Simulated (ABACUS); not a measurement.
# InP (F-43m) in ABACUS: notebook, part 2 of 2

ABACUS 3.10.1. Earlier steps stand in the parts before.

**4. Relaxation of cell and atoms, OLYP**

INPUT reads:

```
INPUT_PARAMETERS
suffix              InP
calculation         cell-relax
basis_type          pw
pseudo_dir          ./
symmetry            1
dft_functional      GGA_X_OPTX+GGA_C_LYP
ecutwfc             71
pseudo_rcut         10
nspin               1
nbands              13
ks_solver           dav
smearing_method     fd
smearing_sigma      0.00367493
scf_thr             1e-08
scf_nmax            100
mixing_type         broyden
mixing_beta         0.7
cal_force           1
cal_stress          1
relax_nmax          60
force_thr_ev        0.01
relax_method        cg
out_stru            1
stress_thr          1
kpar                4
```

STRU reads:

```
ATOMIC_SPECIES
In 114.8180 In.upf
P 30.9738 P.upf

LATTICE_CONSTANT
1.8897261246

LATTICE_VECTORS
0.0000000000 2.9305000000 2.9305000000
2.9305000000 0.0000000000 2.9305000000
2.9305000000 2.9305000000 0.0000000000

ATOMIC_POSITIONS
Cartesian

In
0.0
1
0.0000000000 0.0000000000 0.0000000000 1 1 1

P
0.0
1
4.3957500000 4.3957500000 4.3957500000 1 1 1
```

KPT reads:

```
K_POINTS
0
Gamma
6 6 6 0 0 0
```

Potentials or basis: PseudoDojo NC SR 0.5 PBE standard, plane waves.

Started as:

```console
$ OMP_NUM_THREADS=1 mpirun -np 4 abacus > log
```

running log:

```text
ABACUS v3.10.1

               Atomic-orbital Based Ab-initio Computation at UStc

 ------------------------------------------------------------------------------------

 READING GENERAL INFORMATION
                           global_out_dir = OUT.InP/
                           global_in_card = INPUT
                               pseudo_dir = ./
                              orbital_dir =
                                    DSIZE = 4
                                    GSIZE = 1

 READING UNITCELL INFORMATION
                                    ntype = 2
                  lattice constant (Bohr) = 1.88973
              lattice constant (Angstrom) = 1

 READING ATOM TYPE 1
                               atom label = In
                      L=0, number of zeta = 1
                      L=1, number of zeta = 1
                      L=2, number of zeta = 1
             number of atom for this type = 1

 READING ATOM TYPE 2
                               atom label = P
                      L=0, number of zeta = 1
                      L=1, number of zeta = 1
                      L=2, number of zeta = 1
             number of atom for this type = 1

                        TOTAL ATOM NUMBER = 2
CARTESIAN COORDINATES ( UNIT =       1.889726124600 Bohr ).
    atom                   x                   y                   z     mag                  vx                  vy                  vz
tauc_In1            0.0000000000        0.0000000000        0.0000000000  0.0000        0.0000000000        0.0000000000        0.0000000000
tauc_P1            4.3957500000        4.3957500000        4.3957500000  0.0000        0.0000000000        0.0000000000        0.0000000000

                          Volume (Bohr^3) = 339.666
                             Volume (A^3) = 50.3332

 Lattice vectors: (Cartesian coordinate: in unit of a_0)
                   +0             +2.9305             +2.9305
              +2.9305                  +0             +2.9305
              +2.9305             +2.9305                  +0
 Reciprocal vectors: (Cartesian coordinate: in unit of 2 pi/a_0)
            -0.170619           +0.170619           +0.170619
            +0.170619           -0.170619           +0.170619
            +0.170619           +0.170619           -0.170619
 The esolver type has been set to : ksdft_pw

                PAO radial cut off (Bohr) = 10

 Read in pseudopotential file is In.upf
                     pseudopotential type = NC
          exchange-correlation functional = PBE
                 nonlocal core correction = 1
                        valence electrons = 13
                                     lmax = 2
                           number of zeta = 3
                     number of projectors = 6
                           L of projector = 0
                           L of projector = 0
                           L of projector = 1
                           L of projector = 1
                           L of projector = 2
                           L of projector = 2
 XC functional updated to : GGA_X_OPTX+GGA_C_LYP
          exchange-correlation functional = GGA_X_OPTX+GGA_C_LYP
                PAO radial cut off (Bohr) = 10
[... 314 lines left out ...]
                        P1         0.0000000000         0.0000000000         0.0000000000
------------------------------------------------------------------------------------------
[... 13 lines left out ...]
 Largest gradient in stress is 43.354514 kbar.
 Threshold is 1.000000 kbar.

 Relaxation is not converged yet!
CARTESIAN COORDINATES ( UNIT =       1.889726124600 Bohr ).
    atom                   x                   y                   z     mag                  vx                  vy                  vz
tauc_In1            0.0000000000        0.0000000000        0.0000000000  0.0000        0.0000000000        0.0000000000        0.0000000000
tauc_P1            4.5454258758        4.5454258758        4.5454258758  0.0000        0.0000000000        0.0000000000        0.0000000000

                          Volume (Bohr^3) = 375.557604
                             Volume (A^3) = 55.651829
[... 10 lines left out ...]
 -------------------------------------------
 STEP OF RELAXATION : 2
 -------------------------------------------

[... set-up of the moved cell ...]

 PW ALGORITHM --------------- ION=   2  ELEC=   1--------------------------------
 Notice: Threshold on eigenvalues was too large.
 hsover_error=0.180000 > DRHO=0.000245
 Origin diag ethr = 0.010000
 New diag ethr = 0.000001

 Density error is 0.000074406244
                          Error Threshold = 0.000001361611
----------------------------------------------------------
     Energy           Rydberg                 eV
----------------------------------------------------------
 E_KohnSham     -147.3474169347      -2004.7644558940
 E_Harris       -147.3555024774      -2004.8744653458
 E_Fermi        0.4711184576         6.4098954567
----------------------------------------------------------

[... 4 further cycles ...]
 PW ALGORITHM --------------- ION=   2  ELEC=   6--------------------------------

 Density error is 0.000000000553
                          Error Threshold = 0.000000000103
----------------------------------------------------------
     Energy           Rydberg                 eV
----------------------------------------------------------
 E_KohnSham     -147.3474477552      -2004.7648752281
 E_KS(sigma->0) -147.3474439019      -2004.7648228018
 E_Harris       -147.3475793336      -2004.7666654442
 E_band         -4.8762318227        -66.3445375575
 E_one_elec     -54.5849387147       -742.6661915010
 E_Hartree      38.8349800355        528.3770101986
 E_xc           -44.8314714204       -609.9634610423
 E_Ewald        -86.7660099490       -1180.5121280308
 E_entropy(-TS) -0.0000077065        -0.0001048526
 E_descf        0.0000000000         0.0000000000
[... 4 lines left out ...]
 charge density convergence is achieved
 final etot is -2004.76487522809 eV
 EFERMI = 6.38602923421 eV

 STATE ENERGY(eV) AND OCCUPATIONS    NSPIN == 1
[... levels at 4 further k points ...]

------------------------------------------------------------------------------------------
 TOTAL-FORCE (eV/Angstrom)
------------------------------------------------------------------------------------------
                       In1         0.0000000000         0.0000000000         0.0000000000
                        P1         0.0000000000         0.0000000000         0.0000000000
------------------------------------------------------------------------------------------
[... 13 lines left out ...]
 Largest gradient in stress is 17.362950 kbar.
 Threshold is 1.000000 kbar.

 Relaxation is not converged yet!
CARTESIAN COORDINATES ( UNIT =       1.889726124600 Bohr ).
    atom                   x                   y                   z     mag                  vx                  vy                  vz
tauc_In1            0.0000000000        0.0000000000        0.0000000000  0.0000        0.0000000000        0.0000000000        0.0000000000
tauc_P1            4.4951596469        4.4951596469        4.4951596469  0.0000        0.0000000000        0.0000000000        0.0000000000

                          Volume (Bohr^3) = 363.235412
                             Volume (A^3) = 53.825870
[... 10 lines left out ...]
 -------------------------------------------
 STEP OF RELAXATION : 3
 -------------------------------------------

[... set-up of the moved cell ...]

 PW ALGORITHM --------------- ION=   3  ELEC=   1--------------------------------
 Notice: Threshold on eigenvalues was too large.
 hsover_error=0.180000 > DRHO=0.000183
 Origin diag ethr = 0.010000
 New diag ethr = 0.000001

 Density error is 0.000123903831
                          Error Threshold = 0.000001018136
----------------------------------------------------------
     Energy           Rydberg                 eV
----------------------------------------------------------
 E_KohnSham     -147.3481404057      -2004.7742992216
 E_Harris       -147.3321736957      -2004.5570609867
 E_Fermi        0.5016110129         6.8247679552
----------------------------------------------------------

[... 4 further cycles ...]
 PW ALGORITHM --------------- ION=   3  ELEC=   6--------------------------------

 Density error is 0.000000001015
                          Error Threshold = 0.000000000156
----------------------------------------------------------
     Energy           Rydberg                 eV
----------------------------------------------------------
 E_KohnSham     -147.3481955640      -2004.7750496886
 E_KS(sigma->0) -147.3481947760      -2004.7750389677
 E_Harris       -147.3481919288      -2004.7750002289
 E_band         -4.4546960907        -60.6092496920
 E_one_elec     -53.0532715331       -721.8267903910
 E_Hartree      38.3007939547        521.1090357076
 E_xc           -44.8594628079       -610.3443034068
 E_Ewald        -87.7362536017       -1193.7129701566
 E_entropy(-TS) -0.0000015759        -0.0000214418
 E_descf        0.0000000000         0.0000000000
[... 88 lines left out ...]
 Largest gradient in stress is 0.027450 kbar.
 Threshold is 1.000000 kbar.

 Relaxation is converged!

 --------------------------------------------
 !FINAL_ETOT_IS -2004.7750496886183100 eV
 --------------------------------------------
```

Wall time 11 s (4 MPI ranks of Intel Xeon Platinum 8488C (Sapphire Rapids), shared host); peak memory 0.36 GiB.

Results:

* Free energy: -2004.7750 eV
* Relaxed volume: 26.91 Å³/atom
* Relaxed cell: a = 4.238 Å, b = 4.238 Å, c = 4.238 Å, α = 60.00°, β = 60.00°, γ = 60.00°
* Space group after relaxing (to 0.05 Å): F-43m (No. 216)
* Energy gained by relaxing: 22.3 meV/atom
* Ionic steps: 3
* Pressure after relaxing: 0.0 GPa
* Band gap on the k mesh: 0.63 eV, direct

The path:
```tsv
step	energy change (eV)	largest force (eV/Å)	pressure (GPa)	volume (Å³)
1	0.0000	0.0000	4.34	50.33
2	-0.0344	0.0000	-1.74	55.65
3	-0.0446	0.0000	0.00	53.83
```

Final structure:
```
In P
1.0
     0.00000    2.99677    2.99677
     2.99677    0.00000    2.99677
     2.99677    2.99677    0.00000
In P
1 1
Direct
  0.00000 0.00000 0.00000
  0.75000 0.75000 0.75000
```

Levels at points of the mesh, in eV from the valence-band top:
| k point | band 7 | band 8 | band 9 | band 10 | band 11 |
| --- | --- | --- | --- | --- | --- |
| (0.00, 0.00, 0.00) | 0.00 | 0.00 | 0.00 | 0.63 | 4.25 |
| (0.50, 0.50, 0.50) | -5.22 | -0.85 | -0.85 | 1.61 | 4.98 |
| (0.50, 0.50, 0.00) | -5.34 | -2.03 | -2.03 | 2.31 | 2.54 |

Caveat: the potentials were made for another functional, which shifts forces and pressure; spin-orbit coupling is left out, which moves the levels of the heavy elements. Zero-point motion and thermal expansion aren't in these numbers.

**5. Single point, TPSS**

INPUT reads:

```
INPUT_PARAMETERS
suffix              InP
calculation         scf
basis_type          pw
pseudo_dir          ./
latname             fcc
symmetry            1
dft_functional      MGGA_X_TPSS+MGGA_C_TPSS
ecutwfc             82
pseudo_rcut         10
nspin               1
nbands              19
ks_solver           dav
smearing_method     fd
smearing_sigma      0.00367493
scf_thr             1e-08
scf_nmax            100
mixing_type         broyden
mixing_beta         0.7
cal_force           1
cal_stress          1
mixing_tau          1
out_chg             1
kpar                4
```

STRU reads:

```
ATOMIC_SPECIES
In 114.8180 In_ONCV_PBE-1.2.upf
P 30.9738 P_ONCV_PBE-1.2.upf

LATTICE_CONSTANT
11.0756848164

ATOMIC_POSITIONS
Direct

In
0.0
1
0.0000000000 0.0000000000 0.0000000000 1 1 1

P
0.0
1
0.2500000000 0.2500000000 0.2500000000 1 1 1
```

KPT reads:

```
K_POINTS
0
Gamma
5 5 5 0 0 0
```

Potentials or basis: SG15 ONCV 1.2 PBE, plane waves.

Started as:

```console
$ OMP_NUM_THREADS=1 mpirun -np 4 abacus > log
```

It took 13 s on 4 MPI ranks of Intel Xeon 6975P-C (Granite Rapids), shared host; peak memory 0.4 GiB.

The run converged. Its results:

| Item | Value |
| --- | --- |
| Free energy | -1599.8901 eV |
| Pressure | 3.2 GPa |
| Band gap on the k mesh | 0.78 eV, direct |

Levels at points of the mesh, in eV from the valence-band top:
| k point | band 5 | band 6 | band 7 | band 8 | band 9 | band 10 | band 11 | band 12 | band 13 | band 14 |
| --- | --- | --- | --- | --- | --- | --- | --- | --- | --- | --- |
| (0.00, 0.00, 0.00) | -14.04 | -11.74 | 0.00 | 0.00 | 0.00 | 0.78 | 4.23 | 4.23 | 4.23 | 8.61 |

Caveat: the potentials were made for another functional, which shifts forces and pressure; spin-orbit coupling is left out, which moves the levels of the heavy elements.

**6. The runs side by side**

```tsv
task	level	potentials or basis	cell	k mesh	cutoff (eV)	max steps of the relaxation	force threshold	optimiser	stress threshold	gap on the mesh (eV)	pressure (GPa)	relaxed volume (Å³/atom)
relaxation of cell and atoms	M06-L	SG15 ONCV 1.2 PBE, plane waves	relaxed	5 × 5 × 5	1116	60	0.02 eV/Å	cg	0.2 kbar	0.62	0.0	26.05
single point	OLYP	PseudoDojo NC SR 0.5 PBE standard, plane waves	as given	6 × 6 × 6	966	-	-	-	-	1.01	4.3	-
relaxation of cell and atoms	OLYP	PseudoDojo NC SR 0.5 PBE standard, plane waves	relaxed	6 × 6 × 6	966	60	0.01 eV/Å	cg	1 kbar	0.63	0.0	26.91
single point	TPSS	SG15 ONCV 1.2 PBE, plane waves	as given	5 × 5 × 5	1116	-	-	-	-	0.78	3.2	-
```

Alike in all rows: no spin polarisation; smearing fermi-dirac 0.05 eV.

Caveats: the potentials were made for another functional, which shifts forces and pressure; spin-orbit coupling is left out, which moves the levels of the heavy elements.

Absolute energies hang on the potentials; compare differences alone.

**7. How close it comes**

Step 3. Measured gap of InP: 1.4236 eV (direct; 1.6 K; a printed reference work, data compilation). This calculation gives 1.01 eV (-0.41 eV). Spin-orbit coupling on In is left out. The value is that of OLYP, without temperature or zero-point motion.

Step 5. Against the measured gap of InP, 1.4236 eV (direct; 1.6 K; a printed reference work, data compilation), the calculated 0.78 eV is off by -0.65 eV. Spin-orbit coupling on In is left out. The value is that of TPSS, without temperature or zero-point motion.
